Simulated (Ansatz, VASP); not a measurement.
N: VASP beside Ansatz

```xyz
12
Lattice="7.0339 0.0000 0.0000 0.0000 7.0339 0.0000 0.0000 0.0000 7.0339" Properties=species:S:1:pos:R:3 pbc="T T T"
N     4.9106    1.6778    4.2073
N     5.7134    1.3367    3.5354
N     4.5422    2.9969    7.4873
N     3.7028    3.5277    7.0096
N     1.5442    2.8095    4.0440
N     1.5804    3.2592    3.0389
N     6.6639    5.7544    7.1835
N     5.9089    6.5099    6.9067
N     4.1360    5.3025    4.0820
N     4.7837    5.0210    3.2361
N     2.5705    0.0520    0.3643
N     2.6832    0.2312    1.4444
```

Alike in both runs: functional PBE; dispersion D3(BJ); k mesh 1 × 1 × 1; occupations fermi-dirac, width 0.05 eV; no spin polarisation.

Ansatz relaxed the structure, and its values are those at the end. VASP's run is a single point on that final structure, the one shown.

|  | VASP | Ansatz |
| --- | --- | --- |
| version | VASP 6.6.1 | Ansatz 0.2.0 |
| potentials or method | VASP PAW PBE potentials, release 64 (N) | scalar-relativistic, plane waves, PAW |
| plane-wave cutoff (eV) | 520 | 420 |
| valence electrons in the cell | 60 | 60 |

Ansatz gave:

```
rms of the force components (eV/Å) : 0.068
dispersion energy (meV/atom)       : -41.3
```

Task: Which values does VASP return?

Result: rms of the force components (eV/Å): 1.033; dispersion energy (meV/atom): -41.3.

One of these differences is far larger than is usual between the two programs; its cause wasn't traced.

Caveats: the standard files for N, O and F lose accuracy on very short bonds.
